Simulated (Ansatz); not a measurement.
**An added O started as a split pair with an O atom in rocksalt MgO, 65 atoms, charge −1**

All numbers come from Ansatz (PAW, plane waves, no spin–orbit coupling) at the single k point (¼, ¼, ¼) without its symmetry partners. The atoms were relaxed with PBEsol in a fixed cell; other functionals are single points on those atoms unless said otherwise. The valence top and gap of the host come from its small cell on a dense mesh, with the band extrema sought between the mesh points, lined up by the mean potential, PBEsol gap 4.62 eV, HSE06 gap 6.46 eV, r²SCAN gap 5.61 eV. The charge correction uses an assumed dielectric constant of 9.8.

Cell: a = 8.429 Å, b = 8.429 Å, c = 8.429 Å, α = 90.00°, β = 90.00°, γ = 90.00°.

Nearest atoms after relaxation, from the placed atom (for vacancies from the middle of the vacant sites): Mg at 1.85 Å, Mg at 1.85 Å, Mg at 1.85 Å, O at 1.88 Å, O at 2.45 Å, O at 2.45 Å, O at 2.46 Å, Mg at 2.63 Å.

Chemical potentials μ are those of reference phases of the elements at zero temperature by the same functional (the usual solids, diamond for C, grey Sn, and the molecules H2, N2, O2, F2, Cl2, Br2 and S8).

| functional | E(defect) − E(host) − Σ nμ + q·E_VBM (eV) | monopole (eV) | alignment (eV) | formation energy at E_F = VBM (eV) | moment (μB) | wall time, shared host |
| --- | --- | --- | --- | --- | --- | --- |
| PBEsol | 6.38 | 0.25 | 0.10 | 6.73 | 1.0 | 21 s on NVIDIA H100 (relaxation) |

Task: Estimate the formation energy and moment that HSE06 gives on these atoms.

Result: 8.05 eV at E_F = VBM (7.70 eV before the monopole term 0.25 eV and the alignment 0.10 eV), moment 1.0 μB. r²SCAN gives 7.09 eV.

Task: How does the monopole term follow by hand for this cubic cell?

Result: q²·α·e²/(4πε₀)/(2εL) with the Madelung constant α = 2.837 and e²/4πε₀ = 14.40 eV·Å: 1 × 2.837 × 14.40 / (2 × 9.8 × 8.429) = 0.25 eV.

HSE06 one-electron levels near the gap (the ten most localised at most), from the host's valence top, not corrected for the charge's images:

```tsv
level (eV)	spin	filling	atoms sharing it	element of the atom with most weight
0.19	down	1.00	19.4	O
0.28	up	1.00	13.6	O
0.39	down	1.00	12.2	O
0.72	up	1.00	5.6	O
0.73	down	1.00	6.4	O
0.83	up	1.00	5.9	O
1.02	down	1.00	4.9	O
1.12	down	1.00	5.2	O
2.65	up	1.00	3.1	O
6.43	down	0.00	3.1	O
```

r²SCAN one-electron levels near the gap (the ten most localised at most), from the host's valence top, not corrected for the charge's images:

```csv
level (eV),spin,filling,atoms sharing it,element of the atom with most weight
0.27,down,1.00,15.9,O
0.36,up,1.00,12.1,O
0.47,down,1.00,11.4,O
0.57,down,1.00,7.9,O
0.87,up,1.00,5.2,O
0.97,up,1.00,5.5,O
1.17,down,1.00,4.6,O
1.24,down,1.00,5.0,O
2.83,up,1.00,3.1,O
5.13,down,0.00,3.0,O
```

All elements are taken at their own reference at once; growth conditions in equilibrium with the host shift these energies, by up to the host's formation enthalpy.

One k point and a cell of this size can leave errors of several tenths of an eV in such numbers.
